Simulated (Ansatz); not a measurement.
**CO on Ir (Iridium) (111)**

Aim: for Ir (Iridium), prepare the clean (111) slab, then find where and how strongly CO adsorbs.

The COD entry's cell or inner coordinates are ideal or old and differ from later refinements, so a difference from it is no clean test against experiment.

Computed with Ansatz 0.2.0 (DFT PBE+D3(BJ), scalar-relativistic, plane waves, PAW, unless a step's input says otherwise).

1 further run of the same task is left out (set aside as unsound or not needed).

## Step 1: Starting point

The structure is cubic, space group Fm-3m (No. 225). The conventional cell has a = 3.841 Å, b = 3.841 Å, c = 3.841 Å, α = 90.00°, β = 90.00°, γ = 90.00°. Ir (site symmetry m-3m) has 12 Ir at 2.72 Å as nearest neighbours.

As a file:

```
Ir
1.0
     0.00000    1.92027    1.92027
     1.92027    0.00000    1.92027
     1.92027    1.92027    0.00000
Ir
1
Direct
  0.00000 0.00000 0.00000
```

This cell was relaxed beforehand with the same method: volume 14.16 Å³/atom, gap on the mesh none (metal).

## Step 2: The slab

Planes are indexed in the bulk's conventional cell (Fm-3m (No. 225)), a = 3.841 Å, b = 3.841 Å, c = 3.841 Å, α = 90.00°, β = 90.00°, γ = 90.00°.

A (111) slab, 6.7 Å thick as cut, with 17 Å of vacuum, in a 2×1 surface cell; its outer planes are Ir (top) and Ir (bottom).

The slab as cut. Its planes from the bottom up:

```
plane  atoms per cell  height over the lowest (Å)
    1             Ir2                        0.00
    2             Ir2                        2.22
    3             Ir2                        4.43
    4             Ir2                        6.65
```

## Step 3: The clean surface, relaxed

Contents of input.yaml:

```yaml
crystal:
  lattice:
    - [5.4313532988, 0.0, 0.0]
    - [-1.3578383247, 2.3518449668, 0.0]
    - [0.0, 0.0, 23.6520220974]
  atoms:
    - { symbol: Ir, position: [0.3333333333, 0.3333333333, 0.3593773067] }
    - { symbol: Ir, position: [0.8333333333, 0.3333333333, 0.3593773067] }
    - { symbol: Ir, position: [0.6666666667, 0.6666666667, 0.4531257689] }
    - { symbol: Ir, position: [0.1666666667, 0.6666666667, 0.4531257689] }
    - { symbol: Ir, position: [0.0, 0.0, 0.5468742311] }
    - { symbol: Ir, position: [0.5, 0.0, 0.5468742311] }
    - { symbol: Ir, position: [0.3333333333, 0.3333333333, 0.6406226933] }
    - { symbol: Ir, position: [0.8333333333, 0.3333333333, 0.6406226933] }
basis:
  ecutwfc: 420
kpoints:
  mp_grid: { grid: [6, 12, 1] }
hamiltonian:
  xc: pbe
  dispersion: d3bj
scf:
  occupations: { method: gaussian, width: 0.1 }
output:
  forces: true
  eigenvalues: true
  write_density: true
  write_potential: true
  elf: true
  volumetric_format: npy
relax:
  adjacent_minimum: "off"
  f_tol: 0.03
  max_steps: 70
  constraints: [{ sites: [0, 1, 2, 3] }]
efield:
  axis: 3
  dipole_correction: true
```

Launch:

```sh
ansatz run input.yaml --threads 2 --pin off --max-ram 5120MiB --backend cpu --events-out ev --progress --plain --runs-dir out
```

The session goes on with these runs: start: CO, top (Ir); CO at the hollow (nearest Ir) site; CO put at a bridge (Ir-Ir) site; start: CO, hollow over Ir.

Before running it: what results should come out? Wanted: clean slab: work function; CO: lowest end.

**Answer**, as computed:

```
                 quantity                                                           value
clean slab: work function                       5.43 eV (top face), 5.45 eV (bottom face)
           CO: lowest end  E_ads -2.00 eV, from the top (Ir) start, 1 bonded, 1.84 Å high
```

In words: CO binds with 2.00 eV at best, a moderate chemical bond; the ends span 0.25 eV. It raises the work function by 0.50 eV, as a dipole layer with its negative end outwards does. A start on a symmetric site keeps its symmetry, so an end may be a saddle point and not a minimum. Spin-orbit coupling is left out for Ir. Spin polarisation is off in the runs that give these values; a magnetic solution could lie lower.
